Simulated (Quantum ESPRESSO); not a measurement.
Runs of Quantum ESPRESSO 7.5 on Te. The structure is monoclinic, space group C2/m (No. 12). Conventional cell: a = 7.641 Å, b = 4.296 Å, c = 5.977 Å, α = 90.00°, β = 90.90°, γ = 90.00°. Te (site symmetry 2/m) has 6 Te at 3.09 to 3.31 Å as nearest neighbours. Te (site symmetry m) has 6 Te at 3.03 to 3.47 Å as nearest neighbours. This isn't the form of Te at room conditions, which is trigonal, of chains.

```csv
task,level,potentials or basis,k mesh,cutoff (eV),form of the LDA correlation,SCF threshold,symmetry,pressure (GPa),largest force (eV/Å)
band structure,LDA,GBRV 1.5 LDA,7 × 7 × 5,612,PZ81,6e-10 Ry,-,-3.0,0.12
single point,PBEsol,GBRV 1.5 PBEsol,7 × 7 × 5,612,-,6e-10 Ry,-,-2.1,0.14
band structure,r2SCAN,SG15 PBE 1.2,5 × 5 × 4,952,-,1e-08 Ry,off,-0.5,(a)
band structure,PBEsol,GBRV 1.5 PBEsol,7 × 7 × 5,612,-,6e-10 Ry,-,-2.1,0.14
```

Alike in all rows: no spin polarisation; cell as given; smearing fermi-dirac 0.05 eV.

Task: Estimate the missing entries.

Result: (a) 0.15.

Caveats: the potentials were made for another functional, which shifts forces and pressure (some runs).

The runs don't all hold the same shells in valence.
